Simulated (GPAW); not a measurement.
The system is Si.

```
CELL_PARAMETERS angstrom
4.12095 0.00000 0.00000
-2.06047 3.56885 0.00000
0.00000 0.00000 2.65479
ATOMIC_POSITIONS crystal
Si 0.33333 0.66667 0.50000
Si 0.66666 0.33334 0.50000
```

The cell was built by a generator and needn't be a form met in nature.

* Program: GPAW 26.7.0
* Task: relaxation of cell and atoms
* Functional: PBEsol
* Dispersion: D3(BJ)
* Potentials or basis: PAW data sets generated in the run's folder for this functional
* Cutoff: 600 eV
* Basis: pw
* k mesh: 8 × 8 × 10
* Occupations: fermi-dirac, width 0.05 eV
* Spin: no spin polarisation

At the start: pressure -3.9 GPa; volume 19.52 Å³/atom.

Task: Where does the relaxation end?

Result: Over 4 steps the energy falls by 11.6 meV/atom and the volume is 18.63 Å³/atom (-4.6 %); space group P6/mmm (No. 191, to 0.05 Å).

The path:
| step | energy change (eV) | largest force (eV/Å) | pressure (GPa) | volume (Å³) |
| --- | --- | --- | --- | --- |
| 1 | 0.0000 | 0.0000 | -3.91 | 39.04 |
| 2 | -0.0089 | 0.0000 | -3.12 | 38.65 |
| 3 | -0.0231 | 0.0000 | 0.23 | 37.18 |
| 4 | -0.0232 | 0.0000 | 0.01 | 37.27 |

Final structure:
```
Si
1.0
     4.06432    0.00000    0.00000
    -2.03216    3.51980    0.00000
     0.00000    0.00000    2.60507
Si
2
Direct
  0.33333 0.66667 0.50000
  0.66666 0.33334 0.50000
```

Caveat: later steps reuse the first step's grids; pairwise dispersion overbinds metals, which lowers pressure and volume.
